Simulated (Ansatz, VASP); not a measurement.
# One calculation of Al, two programs

```
CELL_PARAMETERS angstrom
0.00000 2.02481 2.02481
2.02481 0.00000 2.02481
2.02481 2.02481 0.00000
ATOMIC_POSITIONS crystal
Al 0.00000 0.00000 0.00000
```

Alike in both runs: task single point; functional PBE; k mesh 7 × 7 × 7; occupations fermi-dirac, width 0.03 eV; no spin polarisation.

|  | VASP | Ansatz |
| --- | --- | --- |
| version | VASP 6.6.1 | Ansatz 0.2.0 |
| potentials or method | VASP PAW PBE potentials, release 64 (Al), cutoff 520 eV | all-electron LAPW, scalar-relativistic |

```csv
,VASP,Ansatz,Ansatz less VASP
gap on the k mesh at the Fermi level (eV),none,none,-
pressure (GPa),-1.1,-1.1,+0.05
```

A gap of «none» marks a metal or a gap that the smearing closes. Ansatz ran all-electron here, so the differences hold the error of VASP's frozen core and of both bases.

Caveats: the k mesh is coarse (spacing up to 0.38 Å⁻¹), so the values aren't converged; the k mesh is thin for a metal, which can move the energy by tens of meV per atom (Ansatz).
